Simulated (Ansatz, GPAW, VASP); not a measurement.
## One calculation of InAs, 4 ways

```xyz
2
Lattice="0.0000 3.0180 3.0180 3.0180 0.0000 3.0180 3.0180 3.0180 0.0000" Properties=species:S:1:pos:R:3 pbc="T T T"
In    0.0000    0.0000    0.0000
As    4.5270    4.5270    4.5270
```

Alike in all runs: task single point; functional PBE; k mesh 8 × 8 × 8; occupations gaussian, width 0.024 eV; no spin polarisation; no spin-orbit coupling. A missing gap at this level doesn't show that the real crystal is a metal. Pressure is positive in compression and, in plane waves, holds the error of the finite cutoff, which Ansatz's Pulay term estimates and takes out.

```csv
program and potentials,plane-wave cutoff (eV),notes,band gap (eV),pressure (GPa)
"Ansatz, Ansatz PAW",420,14 valence electrons an atom on average,?,?
"VASP, PBE PAW files As, In_d, 520 eV",520,9 valence electrons an atom on average,no gap,4.36
"Ansatz, all-electron LAPW, scalar-relativistic",-,-,no gap,4.30
"GPAW, GPAW PAW data sets (gpaw-data 1.2.1)",600,9 valence electrons an atom on average,no gap,4.04
```

Question: Estimate from the other rows what the run with Ansatz, Ansatz PAW gave.

Answer: No band gap; pressure 4.29 GPa. Its pressure holds a Pulay term of +0.04 GPa. The other rows, which needn't bracket it: pressure 4.04 to 4.36.
